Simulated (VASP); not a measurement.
The system is TaS2.

```
CELL_PARAMETERS angstrom
3.35000 0.00000 0.00000
-1.67500 2.90119 0.00000
0.00000 0.00000 5.86000
ATOMIC_POSITIONS crystal
Ta 0.00000 0.00000 0.00000
S 0.66667 0.33333 0.75000
S 0.33333 0.66667 0.25000
```

Base run:

| Property | Result |
| --- | --- |
| Program | VASP 6.6.1 |
| Functional | RPBE |
| Potentials or basis | VASP PAW PBE potentials, release 64 (Ta_pv, S) |
| Cutoff | 520 eV |
| k mesh | 9 × 9 × 5 |
| Occupations | fermi-dirac, width 0.05 eV |
| Spin | no spin polarisation |

Its results: pressure 11.8 GPa; largest force 1.321 eV/Å.

Problem. The run is repeated on the same cell with these changes: functional from RPBE to TPSS; further incar settings from ALGO = Normal; EDIFF = 1e-06 to ALGO = Normal; EDIFF = 1e-07; NBANDS = 18. What comes out?

Solution. Pressure 8.5 GPa; largest force 1.335 eV/Å.

Caveats: the PAW data sets were made with another functional, which shifts forces and pressure a little; this functional lacks dispersion, which binds the layers, so the pressure and a relaxed spacing across them are unreliable.
